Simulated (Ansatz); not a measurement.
# Ca on the K site (charge +1) in KF: levels by LDA and G0W0, part 2 of 2

Where do the states of Ca on the K site (charge +1) in KF lie, and how far does G0W0 move them?

Ansatz 0.2.0; LDA, HSE06 and G0W0 in a supercell, plane waves, PAW. Known limits of the many-body steps: not at the basis limit; charged cell, levels uncorrected.

So far. Step 3 (The perfect supercell: G0W0): The gap on the mesh goes from 5.81 eV to 9.51 eV, a correction of +3.71 eV. Between the two edge states, bare exchange in place of the xc potential would open the gap by 12.33 eV, and correlation takes back 8.62 eV. Step 4 (The perfect supercell: HSE06): The gap stands +2.38 eV against LDA.

### 7. The defect cell: G0W0, 2×2×2 mesh, 726 empty bands, screening to 90 eV, PAW set soft_1 files

This step: G0W0 on LDA, plane waves, PAW; PAW set soft_1.

File input.yaml:

```yaml
crystal:
  lattice:
    - [-5.3437, 5.3437, 5.3437]
    - [5.3437, -5.3437, 5.3437]
    - [5.3437, 5.3437, -5.3437]
  atoms:
    - { symbol: Ca, position: [0.0, 0.0, 0.0] }
    - { symbol: K, position: [0.2495817805, 0.2495817805, 0.499163561] }
    - { symbol: K, position: [0.5, 0.5, 0.0] }
    - { symbol: K, position: [0.7504182195, 0.7504182195, 0.500836439] }
    - { symbol: K, position: [0.2495817805, 0.499163561, 0.2495817805] }
    - { symbol: K, position: [0.500836439, 0.7504182195, 0.7504182195] }
    - { symbol: K, position: [0.7504182195, 0.0, 0.2495817805] }
    - { symbol: K, position: [0.0, 0.2495817805, 0.7504182195] }
    - { symbol: K, position: [0.5, 0.0, 0.5] }
    - { symbol: K, position: [0.7504182195, 0.2495817805, 0.0] }
    - { symbol: K, position: [0.0, 0.5, 0.5] }
    - { symbol: K, position: [0.2495817805, 0.7504182195, 0.0] }
    - { symbol: K, position: [0.7504182195, 0.500836439, 0.7504182195] }
    - { symbol: K, position: [0.0, 0.7504182195, 0.2495817805] }
    - { symbol: K, position: [0.2495817805, 0.0, 0.7504182195] }
    - { symbol: K, position: [0.499163561, 0.2495817805, 0.2495817805] }
    - { symbol: F, position: [0.5, 0.5, 0.5] }
    - { symbol: F, position: [0.7858708408, 0.7858708408, 0.0] }
    - { symbol: F, position: [0.0, 0.0, 0.5] }
    - { symbol: F, position: [0.2141291592, 0.2141291592, 0.0] }
    - { symbol: F, position: [0.7858708408, 0.0, 0.7858708408] }
    - { symbol: F, position: [0.0, 0.2141291592, 0.2141291592] }
    - { symbol: F, position: [0.25, 0.5, 0.75] }
    - { symbol: F, position: [0.5, 0.75, 0.25] }
    - { symbol: F, position: [0.0, 0.5, 0.0] }
    - { symbol: F, position: [0.25, 0.75, 0.5] }
    - { symbol: F, position: [0.5, 0.0, 0.0] }
    - { symbol: F, position: [0.75, 0.25, 0.5] }
    - { symbol: F, position: [0.2141291592, 0.0, 0.2141291592] }
    - { symbol: F, position: [0.5, 0.25, 0.75] }
    - { symbol: F, position: [0.75, 0.5, 0.25] }
    - { symbol: F, position: [0.0, 0.7858708408, 0.7858708408] }
total_charge: 1
kpoints:
  mp_grid: { grid: [2, 2, 2] }
hamiltonian:
  xc: lda
  pseudopotentials: { kind: paw, azcp: { folder: soft_1 }, xc_functional: pbe }
scf:
  occupations: { method: fixed }
gw:
  n_empty_bands: 726
  ecut_chi: 90.0
  qp_bands: [v5, c5]
  screening: { model: contour_deformation }
```

Launch:

```bash
$ ansatz run input.yaml --threads 4 --pin off --max-ram 17510MiB --backend cpu --events-out ev --progress --plain --runs-dir out
```

Numbers of over 12 decimals in the logs are rounded to 6 here.

Log:

```text
[...]
Crystal: 32 atoms, lattice volume = 610.360 Å³
Basis set: ecut = 420 eV, 11993 PW (Γ)
Bands: 160, of which v1, the nominal top of the filled ones, is band 128 counted from 1 (127 counted from 0)
Symmetry: 48 space group operations
[...]
k-points: 3 of 8
[...]
SCF iter   1: F=—  HF=-37023.519575 eV  |F-HF|=—  |Δ(HF+E_count)|=         —  Δρ=2.12e-1  dr2=2.41e2  ethr=3.10e-3  ⟨swp⟩=5.3  Hψ=1539  notcnv=0  defer=84
[...]
SCF iter  12: F=-36967.433372 eV  HF=-36967.433372 eV  |F-HF|=1.40e-9  |Δ(HF+E_count)|=   1.65e-8  Δρ=1.03e-6  dr2=5.79e-9  ethr=3.91e-11  ⟨swp⟩=16.3  Hψ=2609  notcnv=0
SCF 1 converged in 12 iterations: F = -36967.433372 eV  dr2 = 5.79e-9
[...]
G₀W₀ screening: q 1/3
[... further progress lines ...]
[...]
SCF converged after 12 iterations
Free energy (F): -36967.433372 eV
[...]
Internal energy: -36967.433372 eV  (E = F + TS)
E sigma→0 (E₀):  -36967.433372 eV
Fermi energy:    1.210804 eV
[...]
--- Band table (eV) ---
  k-point 0: bands = [... 124 lower, 1.1475, 1.2108, 1.2108, 1.2108, 6.7554, 8.9169, 8.9169, 8.9169, ... 28 higher]
  k-point 1: bands = [... 124 lower, 1.0204, 1.0386, 1.1760, 1.1771, 7.7463, 7.8463, 8.9096, 9.2497, ... 28 higher]
  k-point 2: bands = [... 124 lower, 1.1751, 1.1820, 1.1820, 1.1820, 8.3492, 8.3492, 8.4877, 8.6791, ... 28 higher]
[...]
0   124      1.1378   -30.1464     5.5060   -22.6541  0.7837    -0.9032    -0.8486  root
     0   125      1.1475   -30.1761     5.5163   -22.6745  0.7837    -0.8923    -0.8378  root
     0   126      1.2108   -30.5057     5.5761   -22.9535  0.7827    -0.8190    -0.7653  root
     0   127      1.2108   -30.5057     5.5761   -22.9535  0.7827    -0.8190    -0.7653  root
     0   128      1.2108   -30.5057     5.5761   -22.9535  0.7827    -0.8190    -0.7653  root
     0   129      6.7554    -4.9175    -2.9693    -9.6128  0.8897     8.4983     8.4813  root
     0   130      8.9169    -4.1161    -3.1284    -9.6259  0.8855    11.3378    11.2983  root
     0   131      8.9169    -4.1161    -3.1284    -9.6259  0.8855    11.3378    11.2983  root
     0   132      8.9169    -4.1161    -3.1284    -9.6259  0.8855    11.3378    11.2983  root
     0   133      9.2197    -5.9661    -2.9935   -11.0664  0.8763    11.3595    11.3265  root
     1   124      1.0158   -30.0173     5.5620   -22.4612  0.7818    -1.0347    -0.9783  root
     1   125      1.0204   -30.0424     5.5632   -22.4880  0.7816    -1.0272    -0.9708  root
     1   126      1.0386   -30.1283     5.5779   -22.5614  0.7814    -1.0066    -0.9505  root
     1   127      1.1760   -30.3339     5.5441   -22.8094  0.7832    -0.8585    -0.8043  root
[...]
2   129      8.3492    -5.6901    -2.9816   -10.5946  0.8816    10.2967    10.2722  root
     2   130      8.3492    -5.6901    -2.9816   -10.5946  0.8816    10.2967    10.2722  root
     2   131      8.4877    -5.8585    -2.9695   -10.8247  0.8800    10.5110    10.4843  root
     2   132      8.6791    -5.9036    -2.9891   -10.8190  0.8805    10.6301    10.6054  root
     2   133      8.6791    -5.9036    -2.9891   -10.8190  0.8805    10.6301    10.6054  root
```

Wall time 5.8 min (4 threads of Arm Neoverse V2, shared host); peak memory 6.1 GiB.

Numbers from this step:

```yaml
bands_summed: 854
rpa_eps_infinity_on_this_mesh_eigenvalues: 1.954, 1.954, 1.954
plane_waves_in_the_screening_matrix: 1205
q_points_in_the_mesh: 8
g0w0_highest_filled_to_lowest_empty_level: 9.247 eV
k_of_the_highest_filled_level: 0, 0, 0
k_of_the_lowest_empty_level: 0, 0, 0
the_same_at_the_start: 5.545 eV
z_of_the_highest_filled_level: 0.7827
z_of_the_lowest_empty_level: 0.8897
least_direct_g0w0_gap_on_the_computed_points: 9.247 eV
```

The gap on the mesh goes from 5.54 eV to 9.25 eV, a correction of +3.70 eV. Between the two edge states, bare exchange in place of the xc potential would open the gap by 12.25 eV, and correlation takes back 8.55 eV.

Limits: finite bands, cutoff and mesh; charged cell, levels uncorrected. v1 is the top filled band, c1 the lowest empty one. Levels before and after the correction, in eV, zero at the valence-band top of each column:

```
           conduction bottom  valence top
Kohn-Sham               5.54         0.00
     G0W0               9.25         0.00
```

```
             level  occupation  energy (eV)
Kohn-Sham     Γ v5           2       -0.073
Kohn-Sham     Γ v4           2       -0.063
Kohn-Sham  Γ v3-v1           2        0.000
Kohn-Sham     Γ c1           0        5.545
Kohn-Sham  Γ c2-c4           0        7.706
Kohn-Sham     Γ c5           0        8.009
     G0W0     Γ v5           2       -0.083
     G0W0     Γ v4           2       -0.073
     G0W0  Γ v3-v1           2        0.000
     G0W0     Γ c1           0        9.247
     G0W0  Γ c2-c4           0       12.064
     G0W0     Γ c5           0       12.092
```

### 8. The defect cell: HSE06

This step: DFT, HSE06, plane waves, PAW; PAW set soft_1.

input.yaml: that of step 7 with these lines changed.

```diff
@@ -42,10 +42,8 @@
 hamiltonian:
-  xc: lda
-  pseudopotentials: { kind: paw, azcp: { folder: soft_1 }, xc_functional: pbe }
+  xc: hse06
+  pseudopotentials: { kind: paw, azcp: { folder: soft_1 } }
 scf:
   occupations: { method: fixed }
-gw:
-  n_empty_bands: 726
-  ecut_chi: 90.0
-  qp_bands: [v5, c5]
-  screening: { model: contour_deformation }
+  n_extra_bands: 7
+output:
+  eigenvalues: true
```

Log:

```text
[...]
Crystal: 32 atoms, lattice volume = 610.360 Å³
Basis set: ecut = 420 eV, 11993 PW (Γ)
Bands: 135, of which v1, the nominal top of the filled ones, is band 128 counted from 1 (127 counted from 0)
Symmetry: 48 space group operations
[...]
k-points: 3 of 8
[...]
SCF iter   1: F=—  HF=-37914.221524 eV  |F-HF|=—  |Δ(HF+E_count)|=         —  Δρ=1.87e-1  dr2=1.89e2  ethr=1.00e-1  ⟨swp⟩=6.7  Hψ=1312  notcnv=0
[...]
SCF iter   7: F=-37867.470563 eV  HF=-37867.471315 eV  |F-HF|=7.51e-4  |Δ(HF+E_count)|=   4.31e-4  Δρ=4.72e-4  dr2=1.06e-3  ethr=4.58e-6  ⟨swp⟩=5.3  Hψ=1071  notcnv=0  defer=6
SCF 1 stopped early in 7 iterations: F = -37867.470563 eV  dr2 = 1.06e-3
[...]
Frozen-core exchange: fock
SCF iter   1: F=—  HF=-37878.616962 eV  |F-HF|=—  |Δ(HF+E_count)|=         —  Δρ=7.67e-3  dr2=4.60e-1  ethr=4.16e-6  ⟨swp⟩=10.3  Hψ=2094  notcnv=0
[...]
SCF iter   5: F=-37878.529530 eV  HF=-37878.529538 eV  |F-HF|=8.54e-6  |Δ(HF+E_count)|=   2.94e-3  Δρ=7.19e-5  dr2=6.08e-5  ethr=3.14e-6  ⟨swp⟩=4.0  Hψ=1082  notcnv=0
SCF 2 stopped early in 5 iterations: F = -37878.529530 eV  dr2 = 6.08e-5
[...]
hybrid outer 1: dexx = +7.033e-2 eV, tail = 2.31e-4 eV
[...]
Frozen-core exchange: fock
SCF iter   1: F=—  HF=-37878.531911 eV  |F-HF|=—  |Δ(HF+E_count)|=         —  Δρ=1.56e-4  dr2=5.01e-5  ethr=4.51e-7  ⟨swp⟩=6.7  Hψ=1130  notcnv=0
[...]
SCF iter   5: F=-37878.531903 eV  HF=-37878.531903 eV  |F-HF|=8.88e-9  |Δ(HF+E_count)|=   1.34e-7  Δρ=1.74e-6  dr2=2.77e-8  ethr=4.99e-11  ⟨swp⟩=6.3  Hψ=1130  notcnv=0
SCF 3 converged in 5 iterations: F = -37878.531903 eV  dr2 = 2.77e-8
[...]
Free energy (F): -37878.531904 eV
Frozen-core exchange: fock
[...]
Internal energy: -37878.531904 eV  (E = F + TS)
E sigma→0 (E₀):  -37878.531904 eV
Fermi energy:    0.094397 eV
[...]
--- Band table (eV) ---
  k-point 0: bands = [... 124 lower, 0.0403, 0.0944, 0.0944, 0.0944, 7.9782, 10.1843, 10.1843, 10.1843, ... 3 higher]
  k-point 1: bands = [... 124 lower, -0.0894, -0.0737, 0.0650, 0.0658, 8.9638, 9.0724, 10.1436, 10.5113, ... 3 higher]
  k-point 2: bands = [... 124 lower, 0.0637, 0.0692, 0.0692, 0.0692, 9.5912, 9.5912, 9.7246, 9.9398, ... 3 higher]
```

The job ended after 75 s (4 threads; peak memory 5.3 GiB).

This step gave:

```
highest filled to lowest empty level : 7.884 eV
highest filled level at              : k = Γ
lowest empty level at                : k = Γ
least direct gap                     : 7.884 eV
exact-exchange fraction              : 0.25
```

The gap stands +2.34 eV against LDA.

### 9. Levels and corrections

Bands near the gap of the defect cell: share of density within 3 Å of the centre, width over the mesh, and mean G0W0 correction less that of v1. Within a degenerate set only the sum of the shares has meaning.

```
band  share near centre  LDA width (eV)  mean correction (eV)     Z
  v5               0.03            0.16                 −0.01  0.78
  v4               0.00            0.15                 −0.01  0.78
  v3               0.00            0.17                −0.003  0.78
  v2               0.01            0.03                 +0.00  0.78
  v1               0.01            0.03                 +0.00  0.78
  c1               0.10            1.59                 +3.80  0.88
  c2               0.16            1.07                 +4.03  0.88
  c3               0.11            0.43                 +4.12  0.88
  c4               0.07            0.57                 +4.12  0.88
  c5               0.11            0.59                 +4.02  0.88
```

```
level  gap, perfect (eV)  highest filled to lowest empty, defect cell (eV)
  LDA               5.81                                              5.54
HSE06               8.18                                              7.88
 G0W0               9.51                                              9.25
```

### 10. Summary of results

| Item | Value |
| --- | --- |
| LDA, defect cell | 5.54 eV |
| HSE06, defect cell | 7.88 eV |
| G0W0, defect cell | 9.25 eV |
| G0W0, perfect cell | 9.51 eV |
| supercell | 32 atoms, 2×2×2 mesh |
| known limits | not at the basis limit; charged cell, levels uncorrected |

In words: No band shown gathers strongly near the centre, so the defect puts no clear level into the gap. G0W0 opens the host gap by +3.71 eV and the separation of highest filled and lowest empty level in the defect cell by +3.70 eV. Levels are vertical, at one geometry; charge transition levels would need relaxation in each state. The cell is charged and its levels carry no finite-size correction.

[Paths, hosts, dates, memory and timing lines, banners, echoed tables and standing remarks are left out of the program output.]

[Logs are printed without paths, hosts, clocks, repeated set-up lines and the standing remarks that a program may print on its own settings, such as how far it seeks lower states.]

[Runs of the session that timed out or met a known fault of the program may be left out.]

[Cells called generated may have been cut or substituted from an entry of the Crystallography Open Database or the Materials Project.]

[Hosts, paths, dates, database ids (printed as entryN), source tags and the programs' standing remarks are cut or masked in the printed files.]
